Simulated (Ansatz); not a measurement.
## ZnS (Wurtzite-4H) under changes of volume

One of the cells (19.805 Å³/atom); the others are scaled copies at fixed shape and fractional positions:

```xyz
8
Lattice="3.8227 0.0000 0.0000 -1.9114 3.3106 0.0000 0.0000 0.0000 12.5200" Properties=species:S:1:pos:R:3 pbc="T T T"
Zn    1.9114    1.1035    9.3900
Zn    0.0000    2.2070    3.1300
Zn    0.0000    0.0000    6.2600
Zn    0.0000    0.0000    0.0000
S     1.9114    1.1035   11.7375
S     0.0000    2.2070    5.4775
S     0.0000    0.0000    8.6075
S     0.0000    0.0000    2.3475
```

- Program: Ansatz 0.2.0
- Functional: r2SCAN
- Potentials or basis: Ansatz PAW
- Cutoff: 500 eV (not typed: the program's choice for these potentials)
- k mesh: 8 × 8 × 3
- Occupations: fermi-dirac, width 0.05 eV
- Spin: no spin polarisation

```csv
volume (Å³/atom),energy over the lowest point (meV/atom),pressure (GPa),gap on the mesh (eV),largest force (eV/Å)
18.617,12.18,4.4,2.98,0.059
19.013,3.80,2.4,2.88,0.053
19.409,0.00,0.7,2.78,0.048
19.805,0.31,-0.9,2.69,0.042
20.202,?,?,?,?
20.598,11.61,-3.6,2.51,0.033
20.994,21.89,-4.7,2.42,0.029
```

**Question.** What does the run at 20.202 Å³/atom give?

**Answer.** Energy over the lowest point 4.31 meV/atom; pressure -2.3 GPa; gap on the mesh 2.60 eV; largest force 0.038 eV/Å.

Worked out: A Birch-Murnaghan fit of order 3 (a polynomial in V^(-2/3)) to the other rows has its minimum at 19.57 Å³/atom with B0 = V·E''(V) = 78 GPa and B' = 4.3 at fixed shape and positions, which overstates the stiffness. It gives 4.31 meV/atom at 20.202 Å³/atom, against the run's 4.31, and -dE/dV = -2.3 GPa, against -2.3. A straight line through the other rows of the gap, of slope -4.64 eV per unit of ln V (its deformation potential), gives 2.60 eV, against the run's 2.60.

Energies are extrapolated to zero smearing.

Caveats: odd divisions of the mesh miss points on the zone boundary, where band edges often lie, so the gap on the mesh can be too wide; the PAW data sets come from PBE, with cores solved anew for the run's functional, which leaves a small shift of forces and pressure.

A mesh can miss the band edges.
